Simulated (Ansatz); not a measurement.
**HgTe: stiffness from a series of strains**

```
CELL_PARAMETERS angstrom
0.00000 3.22350 3.22350
3.22350 0.00000 3.22350
3.22350 3.22350 0.00000
ATOMIC_POSITIONS crystal
Hg 0.00000 0.00000 0.00000
Te 0.75000 0.75000 0.75000
```

Atoms are numbered in the order listed.

The cell is COD entry 1539232, as deposited and not checked against the literature; nothing was relaxed.

No spin–orbit coupling, which matters for the heavy atoms here.

These are results of Ansatz 0.2.0, DFT, PBEsol, all-electron LAPW, scalar-relativistic, not measurements.

Settings: a Γ-centred 9×9×9 k mesh, Fermi–Dirac smearing of 0.05 eV, basis error target 0.5 meV/atom, no spin polarisation.

The strain is applied along the Cartesian axes of the cell as listed (the other components stay zero). Fractional coordinates are held (clamped ions).

σ is the change of stress from the unstrained cell, which is at 1.33 GPa; tension is positive, so slopes are stress–strain coefficients at that pressure. In a metal the k mesh adds noise.

Only quantities that a quadratic follows smoothly over the whole series are listed; rougher ones are left out.

```
εxx = εyy  σzz (GPa)  σxx (GPa)
  -0.0200      -1.99      -2.27
   0.0000       0.00       0.00
   0.0100       0.83       0.98
   0.0200       1.55       1.86
```

(1) Fit the series and read off the stiffness at zero strain.

(2) One run, at εxx = εyy = -0.0100, is withheld. Predict its row.

Results:

(1) Least-squares fits y = p0 + p1 x + p2 x² to the rows give σzz (GPa): p1 = 88.5, p2 = -550; σxx (GPa): p1 = 103, p2 = -510. So 2 C12 = 88 GPa and C11 + C12 = 103 GPa.

(2) The fits give -0.94, -1.08; the run gave -0.94, -1.08.
